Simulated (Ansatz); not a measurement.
A run of Ansatz 0.2.0 is set up as follows.

File input.yaml:

```yaml
crystal:
  lattice:
    - [2.94277066, 0.0, 0.0]
    - [0.0, 3.28032554, 0.0]
    - [0.0, 0.0, 4.67744676]
  atoms:
    - { symbol: Ni, position: [0.5, 0.5, 0.34249559], spin: 1.0 }
    - { symbol: Ni, position: [0.0, 0.0, 0.65750441], spin: 1.0 }
    - { symbol: Si, position: [0.5, 0.5, 0.84314316] }
    - { symbol: Si, position: [0.0, 0.0, 0.15685684] }
hamiltonian:
  xc: rpbe
  pseudopotentials: { kind: paw }
magnetization:
  spin_polarized: true
kpoints:
  mp_grid: { grid: [9, 8, 6] }
scf:
  occupations: { method: fermi_dirac, width: 0.05 }
output:
  forces: true
  stress: true
  eigenvalues: true
relax:
  f_tol: 0.01
  max_steps: 40
  cell: { stress_tol: 0.05 }
```

Potentials or basis: Ansatz PAW.

Command:

```bash
$ ansatz run input.yaml --threads 2 --pin off --max-ram 5632MiB --backend cpu --events-out ev --progress --plain --runs-dir out
```

What does it give for the band gap on the k mesh?

None (metal or under the smearing width).

Estimate the space group after relaxing (to 0.05 Å).

Pmmn (No. 59).

What does it give for the absolute moment?

0.00 μB per cell.

Final structure:
```
Ni Si
1.0
     3.01937    0.00000    0.00000
     0.00000    3.34054    0.00000
     0.00000    0.00000    4.73715
Ni Si
2 2
Direct
  0.50000 0.50000 0.34188
  0.00000 0.00000 0.65812
  0.50000 0.50000 0.84337
  0.00000 0.00000 0.15663
```

Caveat: the starting moments weren't kept.
